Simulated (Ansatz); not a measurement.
**ZnSe and the effect of the screening of exact exchange**

It takes space group F-43m (No. 216, cubic). Conventional cell: a = 5.668 Å, b = 5.668 Å, c = 5.668 Å, α = 90.00°, β = 90.00°, γ = 90.00°. Se (site symmetry -43m) has 4 Zn at 2.45 Å as nearest neighbours. Zn (site symmetry -43m) is surrounded by 4 Se at 2.45 Å.

Kept alike: task single point; functional HSE06 form with a typed share of exact exchange; k mesh 4 × 4 × 4; occupations fermi-dirac, width 0.05 eV; no spin polarisation. Program: Ansatz, Ansatz PAW, cutoff 420 eV. Exact-exchange share held at 0.25. The mesh is that of the run's cell of 2 atoms. No spin-orbit coupling.

```csv
"screening of exact exchange, ω (Å⁻¹)",band gap (eV),pressure (GPa)
0.1,2.750,1.31
0.15,2.591,1.36
0.2,2.456,1.44
0.3,2.244,1.62
0.4,2.081,1.85
0.6,1.846,2.23
```

The k mesh is coarse, so the values aren't converged. Pressure is positive in compression, with a Pulay correction for the finite cutoff. Spin-orbit coupling, left out here, moves the band edges of heavy atoms and can close or invert small gaps. A gap read on the mesh alone can miss an edge between its points. All rows use potentials made for PBE. The mesh is thin for exact exchange.

The band gap falls from 2.750 to 1.846 eV between 0.1 and 0.6 Å⁻¹. Weaker screening leaves more long-range exchange and so a wider gap. The pressure rises from 1.31 to 2.23 GPa between 0.1 and 0.6 Å⁻¹.
